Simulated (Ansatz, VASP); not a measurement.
# Au in VASP and in Ansatz

INCAR

```
SYSTEM = Au
  PREC = Accurate
  ENCUT = 520
  EDIFF = 1E-6
  ISMEAR = -1
  SIGMA = 0.1
  LREAL = .False.
  LASPH = .True.
  NELM = 100
  ALGO = Normal
  ISIF = 2
  LWAVE = .False.
  LCHARG = .False.
  GGA = PS
  NBANDS = 18
```

File KPOINTS:

```
regular mesh
0
Gamma
  10 10 10
  0 0 0
```

POSCAR

```
Au
1.0
    0.0000000000      3.0516364983      3.0516364983
    3.0516364983      0.0000000000      3.0516364983
    3.0516364983      3.0516364983      0.0000000000
Au
2
Direct
    0.1250000000      0.1250000000      0.1250000000
    0.8750000000      0.8750000000      0.8750000000
```

Input for Ansatz:

```yaml
crystal:
  lattice:
    - [0.0, 3.0516364983, 3.0516364983]
    - [3.0516364983, 0.0, 3.0516364983]
    - [3.0516364983, 3.0516364983, 0.0]
  atoms:
    - { symbol: Au, position: [0.125, 0.125, 0.125] }
    - { symbol: Au, position: [0.875, 0.875, 0.875] }
hamiltonian:
  xc: pbesol
  pseudopotentials:
    kind: paw
    azcp:
      Au: "pseudopotentials/Au.paw.azcp"
basis:
  ecutwfc: 420
  fft_grid_basis: typed
kpoints:
  mp_grid: { grid: [10, 10, 10], shift: [0, 0, 0] }
magnetization:
  spin_polarized: false
scf:
  occupations: { method: fermi_dirac, width: 0.1 }
  lower_state_search: "off"
output:
  stress: true
```

Alike in both runs: task single point; functional PBEsol; k mesh 10 × 10 × 10; occupations fermi-dirac, width 0.1 eV; no spin polarisation.

|  | VASP | Ansatz |
| --- | --- | --- |
| version | VASP 6.6.1 | Ansatz 0.2.0 |
| potentials or method | VASP PAW PBE potentials, release 64 (Au) | plane waves (420 eV) with PAW, scalar-relativistic |
| plane-wave cutoff (eV) | 520 | 420 |
| valence electrons in the cell | 22 | 38 |

|  | VASP | Ansatz | Ansatz less VASP |
| --- | --- | --- | --- |
| pressure (GPa) | -2.5 | -2.4 | +0.08 |

The two sets of potentials don't hold the same shells in valence. Ansatz warned: «pseudo_functional_mismatch».

Caveats: the PAW data sets were made with another functional, which shifts forces and pressure a little (VASP). The runs have no spin-orbit coupling, so splittings on Au are missing.
